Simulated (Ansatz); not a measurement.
# GaAs: a single-point run

Aim: a sound single-point run of GaAs. The structure is shown as the input types it. The cell is built on a prototype (rocksalt) and needn't be the phase found in nature.

Program: Ansatz 0.2.0. Level of theory: density functional or hybrid calculation with the settings of its input, plane waves (as first typed). These are calculated values, not measurements.

7 further runs of the same task are left out: 7 that didn't finish.

## 1. The starting structure

It takes space group Fm-3m (No. 225, cubic). Conventional cell: a = 5.329 Å, b = 5.329 Å, c = 5.329 Å, α = 90.00°, β = 90.00°, γ = 90.00°. Ga (site symmetry m-3m) is surrounded by 6 As at 2.66 Å. As (site symmetry m-3m) is surrounded by 6 Ga at 2.66 Å.

Structure file:

```xyz
2
Lattice="0.0000 2.6645 2.6645 2.6645 0.0000 2.6645 2.6645 2.6645 0.0000" Properties=species:S:1:pos:R:3 pbc="T T T"
Ga    0.0000    0.0000    0.0000
As    2.6645    2.6645    2.6645
```

## 2. The calculation

The input, input.yaml:

```yaml
crystal:
  lattice:
    - [0.0, 2.6645247173, 2.6645247173]
    - [2.6645247173, 0.0, 2.6645247173]
    - [2.6645247173, 2.6645247173, 0.0]
  atoms:
    - { symbol: Ga, position: [0.0, 0.0, 0.0] }
    - { symbol: As, position: [0.5, 0.5, 0.5] }
kpoints:
  mp_grid: { grid: [2, 4, 6] }
hamiltonian:
  xc: hse06
scf:
  occupations: { method: fermi_dirac, width: 0.02 }
  n_extra_bands: 4
output:
  forces: true
  stress: true
  eigenvalues: true
```

The run is started by

```bash
ansatz run input.yaml --threads 4 --pin off --max-ram 3686MiB --backend cpu --events-out ev --progress --plain --runs-dir out
```

Output, shortened:

```text
Warning: crystal.symmetry: narrowed to the stabiliser of the k-point mesh — unitary ops 48 → 4; excluded 44 operations that carry a point of the 2×4×6 mesh (shift [0, 0, 0]) off the mesh (the run samples exactly the mesh kpoints.mp_grid names, as under crystal.symmetry.detect: false, and [...]
Warning: output.stress: scf.convergence.dr2_threshold = 1e-7 eV (the SCF's general default) is looser than the 2e-10 eV advised for a printed stress (1e-10 eV for each atom of the cell: 2). What an SCF threshold leaves in a stress goes as its square root, and in the free energy as the [...]
Warning: output.stress: scf.exx.energy_threshold = 1e-6 eV is looser than the 2e-8 eV advised for a stress under a hybrid functional (1e-8 eV for each atom of the cell: 2). Every SCF of the exchange loop can meet its threshold on dr2 while the loop round them stops early: no threshold on [...]
Warning: RAYON_NUM_THREADS=4 ignored (pool sized by the plan → 4); use --threads N
scf.n_extra_bands = 4 over 14 filled bands (N_el = 28.0): the run solves 18 bands
[...]
Pseudopotentials: kind: paw
Pseudopotential: Ga, paw, valence charge 13, recommended cutoff 420 eV (normal), Ga.paw.azcp
Pseudopotential: As, paw, valence charge 15, recommended cutoff 420 eV (normal), As.paw.azcp
Functional definition: HSE06
[...]
Crystal: 2 atoms, lattice volume = 37.835 Å³
Basis set: ecut = 420 eV, 725 PW (Γ), exchange–correlation on 54×54×54 points (8 copies of the dense FFT grid, shifted against one another)
Bands: 18, of which v1, the nominal top of the filled ones, is band 14 counted from 1 (13 counted from 0)
Symmetry: 4 space group operations
k-points: 21 of 48
[...]
SCF iter   1: F=—  HF=-8638.762382 eV  |F-HF|=—  |Δ(HF+E_count)|=         —  Δρ=8.19e-3  dr2=3.28e-2  ethr=1.77e-3  ⟨swp⟩=5.9  Hψ=1435  notcnv=0
[...]
Frozen-core exchange: fock
[...]
hybrid outer 1: dexx = +1.393e-2 eV, tail = 2.72e-2 eV
[...]
Frozen-core exchange: fock
[...]
SCF 3 stopped early in 7 iterations: F = -8640.243593 eV  dr2 = 2.62e-4
hybrid outer 2: dexx = +1.126e-2 eV, tail = 1.10e-1 eV, Δε = 1.52e-1 eV (about 2.96e-2 eV left of the loop's levels)
[...]
Frozen-core exchange: fock
[...]
SCF 4 stopped early in 8 iterations: F = -8640.244548 eV  dr2 = 5.70e-7
hybrid outer 3: dexx = +1.116e-3 eV, tail = 6.25e-3 eV, Δε = 8.86e-2 eV (about 8.67e-3 eV left of the loop's levels)
[...]
Frozen-core exchange: fock
[...]
hybrid outer 4: dexx = +1.672e-7 eV, tail = 1.35e-7 eV, Δε = 2.67e-3 eV (about 4.68e-4 eV left of the loop's levels)
[...]
Frozen-core exchange: fock
[...]
SCF iter   2: F=-8640.244550 eV  HF=-8640.244550 eV  |F-HF|=2.80e-10  |Δ(HF+E_count)|=   1.88e-9  Δρ=1.68e-6  dr2=7.01e-10  ethr=1.56e-11  ⟨swp⟩=3.0  Hψ=742  notcnv=0
[...]
hybrid outer 5: dexx = +5.435e-11 eV, tail = 1.89e-9 eV, Δε = 9.87e-5 eV (about 2.34e-4 eV left of the loop's levels), ΔF = 9.47e-30 eV/Å (tail inf)
hybrid SCF converged: 5 outer / 27 inner (+10 warm-up), last move |dexx| = 5.43e-11 eV, tail = 1.89e-9 eV
Stability not checked: this state was not tested for a lower state beside it, because the functional holds exact exchange (a hybrid, or Hartree-Fock), whose exchange loop this test does not read (fock_operator; see scf.lower_state_search)
Free energy (F): -8640.244550 eV
Frozen-core exchange: fock
[...]
E sigma→0 (E₀):  -8640.244172 eV
Entropy (-TS):   -0.000756 eV (-0.378 meV/atom)
Fermi energy:    10.615029 eV
[...]
--- Forces (eV/Å), atoms counted from 1 ---
  atom   1  Ga     0.00000000    -0.00000000    -0.00000000
  atom   2  As     0.00000000     0.00000000     0.00000000
[...]
--- Stress (GPa, compression-positive) ---
       -2.378602      -0.372099       0.372099
       -0.372099       4.324022       3.937136
        0.372099       3.937136       4.324022
  P = ⅓ Tr σ = 2.0898 GPa (20.898 kbar)
--- Band table (eV; the first three rows and the last of 21) ---
  k-point 0: bands = ["-28.5129", "-28.5068", "-28.4707", "-28.4469", "-28.4369", "-7.2147", "-7.2063", "-7.1964", "-7.1687", "-7.1666", "-4.3570", "10.3413", "10.4564", "10.5135", "11.3244", "18.4101", "18.4404", "18.5095"]
[...]
```

Wall time 17 s (4 threads, shared host); peak memory 0.71 GiB.

## 3. Can this be trusted?

This run ends as converged, with warnings (filled band counts differ across k points, stress exchange threshold loose, stress scf threshold loose). Its log warns: «crystal.symmetry: narrowed to the stabiliser of the k-point mesh — unitary ops 48 → 4; excluded 44 operations that carry a point of the 2×4×6 mesh (shift [0, 0 ...»

In the input, kpoints.mp_grid.grid is [2, 4, 6]. The mesh doesn't respect the lattice's symmetry: fewer operations survive, and spurious anisotropy appears.

Run again and compare: set kpoints.mp_grid.grid to [4, 4, 4].

## 4. A check with that setting changed

input.yaml: that of step 2 with these lines changed.

```diff
@@ -9,3 +9,3 @@
 kpoints:
-  mp_grid: { grid: [2, 4, 6] }
+  mp_grid: { grid: [4, 4, 4] }
 hamiltonian:
```

The run is started by

```bash
ansatz run input.yaml --threads 4 --pin off --max-ram 3686MiB --backend cpu --events-out ev --progress --plain --runs-dir out
```

The main lines of its log:

```text
[...]
Basis set: ecut = 420 eV, 725 PW (Γ), exchange–correlation on 54×54×54 points (8 copies of the dense FFT grid, shifted against one another)
[...]
k-points: 8 of 64
[...]
SCF iter   1: F=—  HF=-8638.747578 eV  |F-HF|=—  |Δ(HF+E_count)|=         —  Δρ=1.03e-2  dr2=5.82e-2  ethr=1.77e-3  ⟨swp⟩=5.9  Hψ=539  notcnv=0
preconditioner: auto → none  [insulator: Δε(μ)=0.113 eV  Ē_g=15.472 eV  σ=0.020 eV  W_gap=0.89  n_scr=14 (ndim 8)  ℏωp=25.6 eV  f_vac=0.000  D(μ)=3.23/eV (n_scr^D=50)]
SCF iter   2: F=—  HF=-8638.734200 eV  |F-HF|=—  |Δ(HF+E_count)|=   1.34e-2  Δρ=4.27e-3  dr2=6.88e-3  ethr=2.08e-4  ⟨swp⟩=3.8  Hψ=310  notcnv=0
[...]
SCF iter   1: F=—  HF=-8640.231650 eV  |F-HF|=—  |Δ(HF+E_count)|=         —  Δρ=3.09e-6  dr2=2.82e-9  ethr=5.54e-9  ⟨swp⟩=3.2  Hψ=318  notcnv=0
[...]
SCF iter   2: F=-8640.231650 eV  HF=-8640.231650 eV  |F-HF|=5.66e-10  |Δ(HF+E_count)|=   4.89e-9  Δρ=1.26e-6  dr2=7.10e-10  ethr=9.58e-12  ⟨swp⟩=4.0  Hψ=479  notcnv=0
[...]
Free energy (F): -8640.231650 eV
[...]
E sigma→0 (E₀):  -8640.227755 eV
[...]
Fermi energy:    10.653806 eV
[...]
  P = ⅓ Tr σ = 0.7856 GPa (7.856 kbar)
[...]
```

Wall time 9.6 s (4 threads of an Arm CPU, shared host); peak memory 0.64 GiB.

| run | ending | energy change | pressure (GPa) | gap (eV) | force (eV/Å) | cycles | time |
| --- | --- | --- | --- | --- | --- | --- | --- |
| first try | converged | -6.5 meV/atom | 2.1 | 0.00 | 0.00 | 37 | 17 s |
| second try | converged | 0 | 0.8 | 0.00 | 0.00 | 32 | 9.6 s |

## 5. Summary of results

```
                           quantity                      value
                          first try   converged, 37 SCF cycles
                 fault in the input              uneven k-mesh
                         second try   converged, 32 SCF cycles
energy (zero set by the potentials)              -8640.2316 eV
                           pressure                   0.79 GPa
                    gap on the mesh  none (metal on this mesh)
                      largest force                 0.000 eV/Å
```

In words: Both runs converge, but the first lies -6.5 meV/atom from the second; on mending, the pressure goes from 2.1 to 0.8 GPa. The second, on usual settings, is the one to trust of the two, though its own convergence isn't tested here.
